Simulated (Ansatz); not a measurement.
The calculation used DFT PBE, scalar-relativistic, plane waves, PAW in Ansatz 0.2.0. Settings: cutoff 420 eV, Γ-centred meshes spaced at most about 0.3 Å⁻¹ (2π included), Gaussian smearing. No spin polarisation in the final relaxations.

These are static total energies at zero pressure.

Two forms of ZnS were relaxed alike.

A.

```cif
data_structure
_symmetry_space_group_name_H-M 'P4_12_12'
_symmetry_Int_Tables_number 92
_cell_length_a 4.3693
_cell_length_b 4.3693
_cell_length_c 16.9787
_cell_angle_alpha 90.000
_cell_angle_beta 90.000
_cell_angle_gamma 90.000
_cell_volume 324.13
loop_
_atom_site_label
_atom_site_type_symbol
_atom_site_symmetry_multiplicity
_atom_site_Wyckoff_symbol
_atom_site_fract_x
_atom_site_fract_y
_atom_site_fract_z
_atom_site_occupancy
Zn1 Zn 8 b 0.15845 0.48883 0.31645 1
S1 S 8 b 0.90417 0.49479 0.43593 1
```

B.

```cif
data_structure
_symmetry_space_group_name_H-M 'Pm-3n'
_symmetry_Int_Tables_number 223
_cell_length_a 6.7002
_cell_length_b 6.7002
_cell_length_c 6.7002
_cell_angle_alpha 90.000
_cell_angle_beta 90.000
_cell_angle_gamma 90.000
_cell_volume 300.79
loop_
_atom_site_label
_atom_site_type_symbol
_atom_site_symmetry_multiplicity
_atom_site_Wyckoff_symbol
_atom_site_fract_x
_atom_site_fract_y
_atom_site_fract_z
_atom_site_occupancy
Zn1 Zn 6 d 0.50000 0.00000 0.75000 1
S1 S 6 c 0.00000 0.50000 0.75000 1
```

Question: Which would you expect to be lower, and how large is the difference?

Answer: B is lower, by 107 meV/atom. A has space group P4_12_12 (No. 92), 20.3 Å³/atom and a gap of 1.51 eV on its mesh; B has space group Pm-3n (No. 223), 25.1 Å³/atom and a gap of 1.99 eV. Counting S atoms around Zn (those within 1.25 times the shortest such distance or 1.15 times the sum of covalent radii), A and B both have Zn 4. The lower one is the more open, so pressure narrows the difference. Both come from invented guesses. The part of the Crystallography Open Database at hand lists ZnS in space groups No. 156, 160, 186, 216; no cell shown has one of them.

Kohn–Sham gaps at this level usually fall short of measured ones. With atoms moved at random, Pm-3n came back. Other cells relaxed within their symmetry can be saddle points.
